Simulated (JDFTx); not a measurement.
Here is a JDFTx 1.7.0 (patched build) calculation.

File bands.in:

```
lattice \
    3.6913825498    -1.8456912749     0.0000000000 \
    0.0000000000     3.1968310632     0.0000000000 \
    0.0000000000     0.0000000000     6.0410770100
latt-scale 1.889726124626 1.889726124626 1.889726124626
coords-type Lattice
ion Zr     0.0000000000     0.0000000000     0.0000000000 1
ion S      0.3333333333     0.6666666667     0.2379099700 1
ion S      0.6666666667     0.3333333333     0.7620900300 1

ion-species pseudo/Zr.upf
ion-species pseudo/S.upf
elec-cutoff 33 264
elec-ex-corr gga-PBEsol
elec-smearing Fermi 0.0018374661
elec-n-bands 18
electronic-minimize nIterations 30 energyDiffThreshold 1e-06
davidson-band-ratio 1.3
forces-output-coords Cartesian
include path.kpoints
symmetries none
fix-electron-density run.$VAR

dump-name bands.$VAR
dump End Ecomponents EigStats BandEigs Kpoints Forces
```

File path.kpoints:

```
kpoint +0.0000000000 +0.0000000000 +0.0000000000 0.020000000000
kpoint +0.0833333333 +0.0000000000 +0.0000000000 0.020000000000
kpoint +0.1666666667 +0.0000000000 +0.0000000000 0.020000000000
kpoint +0.2500000000 +0.0000000000 +0.0000000000 0.020000000000
kpoint +0.3333333333 +0.0000000000 +0.0000000000 0.020000000000
kpoint +0.4166666667 +0.0000000000 +0.0000000000 0.020000000000
kpoint +0.5000000000 +0.0000000000 +0.0000000000 0.020000000000
kpoint +0.4444444444 +0.1111111111 +0.0000000000 0.020000000000
kpoint +0.3888888889 +0.2222222222 +0.0000000000 0.020000000000
kpoint +0.3333333333 +0.3333333333 +0.0000000000 0.020000000000
kpoint +0.2916666667 +0.2916666667 +0.0000000000 0.020000000000
kpoint +0.2500000000 +0.2500000000 +0.0000000000 0.020000000000
kpoint +0.2083333333 +0.2083333333 +0.0000000000 0.020000000000
kpoint +0.1666666667 +0.1666666667 +0.0000000000 0.020000000000
kpoint +0.1250000000 +0.1250000000 +0.0000000000 0.020000000000
kpoint +0.0833333333 +0.0833333333 +0.0000000000 0.020000000000
kpoint +0.0416666667 +0.0416666667 +0.0000000000 0.020000000000
kpoint +0.0000000000 +0.0000000000 +0.0000000000 0.020000000000
kpoint +0.0000000000 +0.0000000000 +0.1666666667 0.020000000000
kpoint +0.0000000000 +0.0000000000 +0.3333333333 0.020000000000
kpoint +0.0000000000 +0.0000000000 +0.5000000000 0.020000000000
kpoint +0.0714285714 +0.0000000000 +0.5000000000 0.020000000000
kpoint +0.1428571429 +0.0000000000 +0.5000000000 0.020000000000
kpoint +0.2142857143 +0.0000000000 +0.5000000000 0.020000000000
kpoint +0.2857142857 +0.0000000000 +0.5000000000 0.020000000000
kpoint +0.3571428571 +0.0000000000 +0.5000000000 0.020000000000
kpoint +0.4285714286 +0.0000000000 +0.5000000000 0.020000000000
kpoint +0.5000000000 +0.0000000000 +0.5000000000 0.020000000000
kpoint +0.4583333333 +0.0833333333 +0.5000000000 0.020000000000
kpoint +0.4166666667 +0.1666666667 +0.5000000000 0.020000000000
kpoint +0.3750000000 +0.2500000000 +0.5000000000 0.020000000000
kpoint +0.3333333333 +0.3333333333 +0.5000000000 0.020000000000
kpoint +0.2962962963 +0.2962962963 +0.5000000000 0.020000000000
kpoint +0.2592592593 +0.2592592593 +0.5000000000 0.020000000000
kpoint +0.2222222222 +0.2222222222 +0.5000000000 0.020000000000
kpoint +0.1851851852 +0.1851851852 +0.5000000000 0.020000000000
kpoint +0.1481481481 +0.1481481481 +0.5000000000 0.020000000000
kpoint +0.1111111111 +0.1111111111 +0.5000000000 0.020000000000
kpoint +0.0740740741 +0.0740740741 +0.5000000000 0.020000000000
kpoint +0.0370370370 +0.0370370370 +0.5000000000 0.020000000000
kpoint +0.0000000000 +0.0000000000 +0.5000000000 0.020000000000
kpoint +0.5000000000 +0.0000000000 +0.5000000000 0.020000000000
kpoint +0.5000000000 +0.0000000000 +0.3333333333 0.020000000000
kpoint +0.5000000000 +0.0000000000 +0.1666666667 0.020000000000
kpoint +0.5000000000 +0.0000000000 +0.0000000000 0.020000000000
kpoint +0.3333333333 +0.3333333333 +0.0000000000 0.020000000000
kpoint +0.3333333333 +0.3333333333 +0.1250000000 0.020000000000
kpoint +0.3333333333 +0.3333333333 +0.2500000000 0.020000000000
kpoint +0.3333333333 +0.3333333333 +0.3750000000 0.020000000000
kpoint +0.3333333333 +0.3333333333 +0.5000000000 0.020000000000
```

Potentials or basis: PseudoDojo-SR-PBEsol-0.4.1-standard with smoothed tails.

Run with:

```sh
$ jdftx -c 1 -i bands.in -o bands.out
```

What does it give for the band gap along the path?

0.96 eV, indirect (least direct gap 1.58 eV).

Levels at the corners of the path, in eV from the valence-band top:
```tsv
point	band 9	band 10	band 11	band 12	band 13	band 14	band 15	band 16
Γ	-2.78	-0.07	-0.07	-0.04	1.54	1.54	2.38	5.00
M	-2.45	-2.38	-1.67	-1.17	1.14	3.21	3.47	5.69
K	-3.30	-1.99	-1.99	-1.43	2.14	3.15	3.15	4.97
Γ	-2.78	-0.07	-0.07	-0.04	1.54	1.54	2.38	5.00
A	-2.75	-1.60	-0.17	-0.17	1.51	1.51	2.69	5.29
L	-2.56	-2.22	-0.97	-0.79	0.96	3.20	3.47	5.29
H	-3.07	-1.87	-1.75	-1.75	2.24	2.89	2.89	5.50
A	-2.75	-1.60	-0.17	-0.17	1.51	1.51	2.69	5.29
L	-2.56	-2.22	-0.97	-0.79	0.96	3.20	3.47	5.29
M	-2.45	-2.38	-1.67	-1.17	1.14	3.21	3.47	5.69
K	-3.30	-1.99	-1.99	-1.43	2.14	3.15	3.15	4.97
H	-3.07	-1.87	-1.75	-1.75	2.24	2.89	2.89	5.50
```

**Experimental background.**

“Stress-Tuned Optical Transitions in Layered 1T-MX2 (M= Hf, Zr, Sn; X= S, Se) Crystals”, 2022, arxiv:2210.12074 quotes, for a bulk crystal of ZrS2: band gap 1.68 eV (indirect).

Measured gap of ZrS2: 1.68 eV (indirect; quoted in “Stress-Tuned Optical Transitions in Layered 1T-MX2 (M= Hf, Zr, Sn; X= S, Se) Crystals”, 2022, arxiv:2210.12074). This calculation gives 0.96 eV (-0.72 eV). Spin-orbit coupling on Zr is left out. The value is that of PBEsol, without temperature or zero-point motion. Semilocal functionals fall short of measured gaps as a rule. The cell is a database's relaxed one, not the measured one, which moves gaps too.
